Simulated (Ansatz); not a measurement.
# HgSe (F-43m) in Ansatz: settings compared

Aim: see how the results for HgSe move with the level of theory and the settings. Levels: PBE, PBE+D3(BJ), PBE+D4, PBEsol. Tasks: single point, relaxation of cell and atoms.

Everything below comes from runs of Ansatz 0.2.0. Logs are shortened: lines on timing, memory, paths and dates and some standing lists are left out, and cuts for length are marked.

**1. The structure**

It takes space group F-43m (No. 216, cubic). Conventional cell: a = 6.078 Å, b = 6.078 Å, c = 6.078 Å, α = 90.00°, β = 90.00°, γ = 90.00°. Around Hg (site symmetry -43m) lie 4 Se at 2.63 Å. Se (site symmetry -43m) is surrounded by 4 Hg at 2.63 Å.

**2. Single point, PBE**

input.yaml

```yaml
crystal:
  lattice:
    - [0.0, 3.039, 3.039]
    - [3.039, 0.0, 3.039]
    - [3.039, 3.039, 0.0]
  atoms:
    - { symbol: Hg, position: [0.0, 0.0, 0.0] }
    - { symbol: Se, position: [0.75, 0.75, 0.75] }
hamiltonian:
  xc: pbe
  pseudopotentials: { kind: paw }
kpoints:
  mp_grid: { grid: [8, 8, 8] }
scf:
  occupations: { method: gaussian, width: 0.027 }
output:
  forces: true
  stress: true
  eigenvalues: true
  write_density: true
  write_potential: true
  elf: true
  volumetric_format: npy
```

Potentials or basis: Ansatz PAW.

Started as:

```sh
ansatz run input.yaml --threads 2 --pin off --max-ram 5632MiB --backend cpu --events-out ev --progress --plain --runs-dir out
```

The log of the run:

```text
Warning: RAYON_NUM_THREADS=2 ignored (pool sized by the plan → 2); use --threads N
Engine: ansatz 0.2.0, x86_64-unknown-linux-gnu
Pseudopotentials: kind: paw
Pseudopotential: Hg, paw, valence charge 20, recommended cutoff 420 eV (normal), Hg.paw.azcp
Pseudopotential: Se, paw, valence charge 16, recommended cutoff 420 eV (normal), Se.paw.azcp
Functional definition: PBE
  parameter kappa = 0.804
  parameter beta = 0.06672455060314922
  exchange = pbe_x(kappa = kappa, mu = beta*pi^2/3)
  correlation = pbe_c(beta = beta)
Crystal: 2 atoms, lattice volume = 56.133 Å³
Basis set: ecut = 420 eV, 1067 PW (Γ), exchange–correlation on 60×60×60 points (8 copies of the dense FFT grid, shifted against one another)
Bands: 22, of which v1, the nominal top of the filled ones, is band 18 counted from 1 (17 counted from 0)
Symmetry: 24 space group operations
Space group: F-43m (ITA 216), of the structure as read, at distance tolerance 3.8e-5 Å
k-points: 29 of 512 (time reversal used)
Non-local potential: Hg, projectors of the file, l = 0: 3, l = 1: 2, l = 2: 2, l = 3: 1
Non-local potential: Se, projectors of the file, l = 0: 2, l = 1: 2, l = 2: 3, l = 3: 1
PAW form: soft (Blöchl's): semilocal exchange-correlation on the pseudo side does not see the compensation charge
PAW one-centre angular grid: Hg, 590 points (default); XC on 64 Gauss nodes
PAW one-centre angular grid: Se, 590 points (default); XC on 64 Gauss nodes
Initial density: superposition of atomic densities (neutral atoms: chi_scale 0, normalization atom), corrected by the library's trained network
Initial wavefunctions: pseudopotential atomic-orbital guess
Functional: x = pbe(κ = 0.804, μ = 0.2195149727645171), c = pbe(β = 0.06672455060314922)
SCF iter   1: F=—  HF=-19282.887434 eV  |F-HF|=—  |Δ(HF+E_count)|=         —  Δρ=1.24e-3  dr2=1.52e-3  ethr=1.77e-3  ⟨swp⟩=6.0  Hψ=2795  notcnv=0
preconditioner: auto → none  [insulator: Δε(μ)=0.614 eV  Ē_g=11.329 eV  σ=0.027 eV  W_gap=0.66  n_scr=14 (ndim 8)  ℏωp=21.0 eV  f_vac=0.193  D(μ)=0.22/eV (n_scr^D=0)  ε∞_Penn≈4.4]
SCF iter   2: F=—  HF=-19282.888167 eV  |F-HF|=—  |Δ(HF+E_count)|=   7.34e-4  Δρ=5.00e-4  dr2=1.46e-4  ethr=4.22e-6  ⟨swp⟩=2.0  Hψ=1253  notcnv=0
SCF iter   3: F=—  HF=-19282.888220 eV  |F-HF|=—  |Δ(HF+E_count)|=   5.27e-5  Δρ=2.42e-4  dr2=3.20e-5  ethr=4.06e-7  ⟨swp⟩=2.1  Hψ=1051  notcnv=0
SCF iter   4: F=—  HF=-19282.888260 eV  |F-HF|=—  |Δ(HF+E_count)|=   3.98e-5  Δρ=8.74e-5  dr2=4.68e-6  ethr=8.89e-8  ⟨swp⟩=2.0  Hψ=879  notcnv=0
SCF iter   5: F=—  HF=-19282.888268 eV  |F-HF|=—  |Δ(HF+E_count)|=   8.22e-6  Δρ=1.69e-5  dr2=1.43e-7  ethr=1.30e-8  ⟨swp⟩=2.0  Hψ=900  notcnv=0
SCF iter   6: F=-19282.888269 eV  HF=-19282.888269 eV  |F-HF|=2.80e-8  |Δ(HF+E_count)|=   4.02e-7  Δρ=5.00e-6  dr2=9.45e-9  ethr=2.78e-10  ⟨swp⟩=9.3  Hψ=4278  notcnv=0
SCF 1 converged in 6 iterations: F = -19282.888269 eV  dr2 = 9.45e-9
SCF converged after 6 iterations
Free energy (F): -19282.888269 eV
Harris-Foulkes:  -19282.888269 eV  (|F-HF|=2.80e-8)
Internal energy: -19282.888187 eV  (E = F + TS)
E sigma→0 (E₀):  -19282.888228 eV
Entropy (-TS):   -0.000081 eV (-0.041 meV/atom)
Fermi energy:    8.908176 eV
--- Per-component energies (eV) ---
  E_band       = -869.487694
  E_kinetic    = 722.436089
  E_local      = -5776.249121  (includes V_loc(G=0)·N_el)
  E_nonlocal   = -522.622084
  E_hartree    = 2644.575671
  E_xc         = -324.611083
  E_vxc        = -360.479072  (∫ρ·V_xc dr)
  E_paw        = -11855.651736  (= ΣΔE_a)
  E_vpaw       = -221.725625  (= ΣTr[D̂ρ^β])
  E_aug_tail   = 0.000345  (compensation charges beyond the density's cutoff)
  E_ewald      = -4170.766268
  E_smearing   = -0.000081  (= −TS)
  E_closure    = 0.000000  (closes the sum)
  Σ components = -19282.888269   (vs F -19282.888269, Δ=0.00e0)
--- Forces (eV/Å), atoms counted from 1 ---
  atom   1  Hg    -0.00000000     0.00000000     0.00000000
  atom   2  Se     0.00000000    -0.00000000    -0.00000000
  max |Σ_I F_I| component: 2.78e-17 eV/Å
--- Stress (GPa, compression-positive) ---
        4.716989       0.000000      -0.000000
       -0.000000       4.716989       0.000000
       -0.000000       0.000000       4.716989
  P = ⅓ Tr σ = 4.7170 GPa (47.170 kbar)
--- Band table (eV; the first three rows and the last of 29) ---
  k-point 0: bands = ["-105.5743", "-54.0452", "-54.0452", "-54.0452", "-38.6112", "-38.6112", "-38.6112", "-38.6078", "-38.6078", "-4.5783", "1.7196", "1.7196", "1.7196", "2.4679", "2.4679", "7.9699", "8.9000", "8.9000", "8.9000", "14.3974", "14.3974", "14.3974"]
  k-point 1: bands = ["-105.5743", "-54.0453", "-54.0452", "-54.0452", "-38.6112", "-38.6112", "-38.6112", "-38.6078", "-38.6078", "-4.5114", "1.7484", "1.7503", "1.7503", "2.4655", "2.4655", "7.0545", "8.7405", "8.7405", "9.5189", "14.0578", "14.6145", "14.6145"]
  k-point 2: bands = ["-105.5743", "-54.0454", "-54.0453", "-54.0453", "-38.6113", "-38.6112", "-38.6112", "-38.6077", "-38.6077", "-4.3448", "1.8185", "1.8185", "1.8920", "2.4709", "2.4709", "5.6480", "8.3844", "8.3844", "9.9767", "14.2650", "15.0017", "15.0017"]
  k-point 28: bands = ["-105.5743", "-54.0456", "-54.0455", "-54.0454", "-38.6114", "-38.6113", "-38.6112", "-38.6077", "-38.6077", "-3.9359", "2.0139", "2.1200", "2.3868", "2.4131", "3.0890", "3.5974", "6.1498", "6.4752", "12.5291", "14.0357", "14.9957", "16.3689"]
```

It took 4.5 s on 2 threads of Intel Xeon at 2.50GHz (Skylake/Cascade Lake), shared host; peak memory 0.38 GiB.

What came out:

```yaml
Free_energy: -19282.8883 eV
Pressure: 4.7 GPa
Band_gap_on_the_k_mesh: none (metal or under the smearing width)
```

**3. Single point, PBE**

input.yaml, as its differences from that of step 2:

```diff
@@ -14,3 +14,3 @@
 scf:
-  occupations: { method: gaussian, width: 0.027 }
+  occupations: { method: gaussian, width: 0.028 }
 output:
@@ -19,5 +19 @@
   eigenvalues: true
-  write_density: true
-  write_potential: true
-  elf: true
-  volumetric_format: npy
```

Potentials or basis: Ansatz PAW.

Started as:

```sh
ansatz run input.yaml --threads 2 --pin off --max-ram 5632MiB --backend cpu --events-out ev --progress --plain --runs-dir out
```

It took 3.4 s on 2 threads of Intel Xeon at 2.50GHz (Skylake/Cascade Lake), shared host; peak memory 0.36 GiB.

Results (log left out):

```
Free energy            : -19282.8883 eV
Pressure               : 4.7 GPa
Band gap on the k mesh : none (metal or under the smearing width)
```

Levels at points of the mesh, in eV from the Fermi level:
```
             k point  band 15  band 16  band 17  band 18  band 19  band 20  band 21  band 22
  (0.00, 0.00, 0.00)    -6.44    -0.94    -0.01    -0.01    -0.01     5.49     5.49     5.49
 (0.00, 0.00, -0.50)    -6.11    -5.53    -0.99    -0.99     1.11     6.26     6.26     6.99
(0.00, -0.50, -0.50)    -6.07    -5.10    -2.32    -2.32     2.79     2.99     8.45     9.86
```

**4. Relaxation of cell and atoms, PBE+D3(BJ)**

input.yaml, as its differences from that of step 3:

```diff
@@ -11,2 +11,3 @@
   pseudopotentials: { kind: paw }
+  dispersion: d3bj
 kpoints:
@@ -14,3 +15,3 @@
 scf:
-  occupations: { method: gaussian, width: 0.028 }
+  occupations: { method: fermi_dirac, width: 0.05 }
 output:
@@ -18,2 +19,5 @@
   stress: true
-  eigenvalues: true
+relax:
+  f_tol: 0.01
+  max_steps: 40
+  cell: { stress_tol: 0.05 }
```

Potentials or basis: Ansatz PAW.

Started as:

```sh
ansatz run input.yaml --threads 2 --pin off --max-ram 5632MiB --backend cpu --events-out ev --progress --plain --runs-dir out
```

The log of the run:

```text
Warning: RAYON_NUM_THREADS=2 ignored (pool sized by the plan → 2); use --threads N
[... 9 set-up lines as earlier in the session ...]
Crystal: 2 atoms, lattice volume = 56.133 Å³
Basis set: ecut = 420 eV, 1067 PW (Γ), exchange–correlation on 60×60×60 points (8 copies of the dense FFT grid, shifted against one another)
Bands: 22, of which v1, the nominal top of the filled ones, is band 18 counted from 1 (17 counted from 0)
[... 2 set-up lines as earlier in the session ...]
k-points: 29 of 512 (time reversal used)
[... 4 set-up lines as earlier in the session ...]
[... 70 lines left out ...]
  E_nonlocal   = -522.380888
  E_hartree    = 2687.832332
  E_xc         = -323.989118
  E_vxc        = -359.623015  (∫ρ·V_xc dr)
  E_paw        = -11855.816066  (= ΣΔE_a)
  E_vpaw       = -222.066356  (= ΣTr[D̂ρ^β])
  E_aug_tail   = 0.000336  (compensation charges beyond the density's cutoff)
  E_ewald      = -4106.569806
  E_disp       = -0.637527  (pairwise vdW)
  E_smearing   = -0.000641  (= −TS)
  E_closure    = 0.000000  (closes the sum)
  Σ components = -19283.581177   (vs F -19283.581177, Δ=0.00e0)
--- Forces (eV/Å), atoms counted from 1 ---
  atom   1  Hg    -0.00000000     0.00000000     0.00000000
  atom   2  Se     0.00000000    -0.00000000    -0.00000000
  max |Σ_I F_I| component: 1.97e-17 eV/Å
--- Stress (GPa, compression-positive) ---
       -0.004820      -0.000000      -0.000000
       -0.000000      -0.004820      -0.000000
       -0.000000       0.000000      -0.004820
  P = ⅓ Tr σ = -0.0048 GPa (-0.048 kbar)
--- Relaxed structure (4 steps of the walk, 4 accepted, 1 SCFs on fresh bases) ---
  F+E_penalty+E_count = -19283.58117731 eV   max|allowed force component| = 3.932e-17 eV/Å   (the final SCF, on the basis selected at the relaxed cell)
  cell:  # Å, volume = 58.8074 Å³
    - [6.522076202106355e-33, 3.086507544935235, 3.086507544935235]
    - [3.086507544935235, -4.203681927138862e-33, 3.086507544935235]
    - [3.086507544935235, 3.086507544935235, 6.904229104573525e-33]
  atoms:
    - { symbol: Hg, position: [7.921725667930386e-34, -2.8623835413455133e-33, -1.4259106202274695e-33] }
    - { symbol: Se, position: [0.7500000000000001, 0.7500000000000001, 0.7500000000000001] }
```

Wall time 18 s (2 threads of Intel Xeon at 2.50GHz (Skylake/Cascade Lake), shared host); peak memory 0.39 GiB.

Results:

```
Free energy                            : -19283.5812 eV
Relaxed volume                         : 29.40 Å³/atom
Relaxed cell                           : a = 4.365 Å, b = 4.365 Å, c = 4.365 Å, α = 60.00°, β = 60.00°, γ = 60.00°
Space group after relaxing (to 0.05 Å) : F-43m (No. 216)
Energy gained by relaxing              : 10.1 meV/atom
Ionic steps                            : 5
Pressure after relaxing                : 0.0 GPa
```

The path:
| step | energy change (eV) | largest force (eV/Å) | volume (Å³) |
| --- | --- | --- | --- |
| 1 | 0.0000 | 0.0000 | 56.13 |
| 2 | -0.0178 | 0.0000 | 59.64 |
| 3 | -0.0196 | 0.0000 | 58.88 |
| 4 | -0.0196 | 0.0000 | 58.81 |
| 5 | -0.0201 | 0.0000 | 58.81 |

Final structure:
```xyz
2
Lattice="0.0000 3.0865 3.0865 3.0865 0.0000 3.0865 3.0865 3.0865 0.0000" Properties=species:S:1:pos:R:3 pbc="T T T"
Hg    0.0000    0.0000    0.0000
Se    4.6298    4.6298    4.6298
```

Caveat: the plane-wave basis is chosen anew once the cell has moved, so the energies of steps on either side of that aren't comparable. Spin-orbit coupling is left out, which matters for the levels of Hg.

**5. Relaxation of cell and atoms, PBE+D4**

input.yaml, as its differences from that of step 4:

```diff
@@ -11,3 +11,3 @@
   pseudopotentials: { kind: paw }
-  dispersion: d3bj
+  dispersion: d4
 kpoints:
```

Started as:

```sh
ansatz run input.yaml --threads 2 --pin off --max-ram 5632MiB --backend cpu --events-out ev --progress --plain --runs-dir out
```

It took 19 s on 2 threads of Intel Xeon at 2.50GHz (Skylake/Cascade Lake), shared host; peak memory 0.39 GiB.

It converged, with:

| Item | Value |
| --- | --- |
| Free energy | -19283.6063 eV |
| Relaxed volume | 29.41 Å³/atom |
| Relaxed cell | a = 4.365 Å, b = 4.365 Å, c = 4.365 Å, α = 60.00°, β = 60.00°, γ = 60.00° |
| Space group after relaxing (to 0.05 Å) | F-43m (No. 216) |
| Energy gained by relaxing | 10.1 meV/atom |
| Ionic steps | 5 |
| Pressure after relaxing | 0.0 GPa |

The path:
| step | energy change (eV) | largest force (eV/Å) | volume (Å³) |
| --- | --- | --- | --- |
| 1 | 0.0000 | 0.0000 | 56.13 |
| 2 | -0.0178 | 0.0000 | 59.66 |
| 3 | -0.0197 | 0.0000 | 58.89 |
| 4 | -0.0198 | 0.0000 | 58.81 |
| 5 | -0.0202 | 0.0000 | 58.81 |

Final structure:
```
CELL_PARAMETERS angstrom
0.00000 3.08664 3.08664
3.08664 0.00000 3.08664
3.08664 3.08664 0.00000
ATOMIC_POSITIONS crystal
Hg 0.00000 0.00000 0.00000
Se 0.75000 0.75000 0.75000
```

Caveat: the plane-wave basis is chosen anew once the cell has moved, so the energies of steps on either side of that aren't comparable.

**6. Single point, PBEsol**

input.yaml

```yaml
crystal:
  lattice:
    - [0.0, 3.039, 3.039]
    - [3.039, 0.0, 3.039]
    - [3.039, 3.039, 0.0]
  atoms:
    - { symbol: Hg, position: [0.0, 0.0, 0.0] }
    - { symbol: Se, position: [0.75, 0.75, 0.75] }
hamiltonian:
  xc: pbesol
  pseudopotentials: { kind: paw }
kpoints:
  mp_grid: { grid: [8, 8, 8] }
scf:
  occupations: { method: gaussian, width: 0.1 }
output:
  forces: true
  stress: true
  eigenvalues: true
  write_density: true
  write_potential: true
  elf: true
  volumetric_format: npy
```

Potentials or basis: Ansatz PAW.

Started as:

```sh
ansatz run input.yaml --threads 2 --pin off --max-ram 5632MiB --backend cpu --events-out ev --progress --plain --runs-dir out
```

It took 3.3 s on 2 threads of Intel Xeon at 2.50GHz (Skylake/Cascade Lake), shared host; peak memory 0.38 GiB.

It converged, with:

| Item | Value |
| --- | --- |
| Free energy | -19092.6219 eV |
| Pressure | 1.5 GPa |
| Band gap on the k mesh | none (metal or under the smearing width) |

Levels at points of the mesh, in eV from the Fermi level:
| k point | band 14 | band 15 | band 16 | band 17 | band 18 | band 19 | band 20 | band 21 | band 22 |
| --- | --- | --- | --- | --- | --- | --- | --- | --- | --- |
| (0.00, 0.00, 0.00) | -6.46 | -6.46 | -1.06 | -0.03 | -0.03 | -0.03 | 5.39 | 5.39 | 5.39 |
| (0.00, 0.00, -0.50) | -6.41 | -6.14 | -5.61 | -1.02 | -1.02 | 1.00 | 6.16 | 6.16 | 6.84 |
| (0.00, -0.50, -0.50) | -6.35 | -6.10 | -5.16 | -2.37 | -2.37 | 2.70 | 2.84 | 8.27 | 9.75 |

Caveat: the PAW data sets come from PBE, with cores solved anew for the run's functional, which leaves a small shift of forces and pressure. Spin-orbit coupling is left out, which matters for the levels of Hg.

**7. Summary**

| task | level | cell | smearing | gap on the mesh (eV) | pressure (GPa) | relaxed volume (Å³/atom) |
| --- | --- | --- | --- | --- | --- | --- |
| single point | PBE | as given | gaussian 0.027 eV | none | 4.7 | - |
| single point | PBE | as given | gaussian 0.028 eV | none | 4.7 | - |
| relaxation of cell and atoms | PBE+D3(BJ) | relaxed | fermi-dirac 0.05 eV | - | 0.0 | 29.40 |
| relaxation of cell and atoms | PBE+D4 | relaxed | fermi-dirac 0.05 eV | - | 0.0 | 29.41 |
| single point | PBEsol | as given | gaussian 0.1 eV | none | 1.5 | - |

Alike in all rows: potentials or basis Ansatz PAW; no spin polarisation; k mesh 8 × 8 × 8; cutoff (eV) 420.

Every run on the cell as given and a fine mesh finds a metal. The pressure there spans 1.5 GPa (PBEsol) to 4.7 GPa (PBE); a positive pressure means that this level wants a larger cell, a negative one a smaller.

Caveats: the plane-wave basis is chosen anew once the cell has moved, so the energies of steps on either side of that aren't comparable (some runs); the PAW data sets come from PBE, with cores solved anew for the run's functional, which leaves a small shift of forces and pressure (some runs).

Absolute energies hang on the potentials; compare differences alone.
